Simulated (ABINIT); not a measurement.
The system is SiC (Moissanite).

```
Si C
1.0
     3.07600    0.00000    0.00000
    -1.53800    2.66389    0.00000
     0.00000    0.00000    5.04800
Si C
2 2
Direct
  0.66667 0.33333 0.50000
  0.33333 0.66667 0.00000
  0.66667 0.33333 0.88500
  0.33333 0.66667 0.38500
```

Base run:

```yaml
Program: ABINIT 10.8.3 (patched build)
Functional: OLYP
Potentials_or_basis: JTH PAW PBE v2.0
Cutoff: 544 eV
k_mesh: 10 × 10 × 5
Occupations: fermi-dirac, width 0.05 eV
Spin: no spin polarisation
```

Its results: band gap on the k mesh 2.64 eV, indirect (least direct gap 4.21 eV); pressure 0.8 GPa; largest force 0.724 eV/Å.

**Question.** After a change of settings the same cell gave: band gap on the k mesh 2.49 eV, indirect (least direct gap 4.09 eV); pressure 3.2 GPa; largest force 0.742 eV/Å. Which change was it?
A. functional from OLYP to LDA; potentials or basis from JTH PAW PBE v2.0 to PseudoDojo NC SR LDA v0.4 stringent; cutoff from 544 eV to 1116 eV
B. functional from OLYP to LDA-VWN; potentials or basis from JTH PAW PBE v2.0 to JTH PAW LDA v2.0
C. potentials or basis from JTH PAW PBE v2.0 to PseudoDojo NC SR PBE v0.4.1 standard; cutoff from 544 eV to 1116 eV
D. functional from OLYP to PBE

**Answer.** D.

Caveats: the mesh misses the band edges, which the band path finds closer together; the PAW data sets were made with another functional, which shifts forces and pressure a little (some runs).
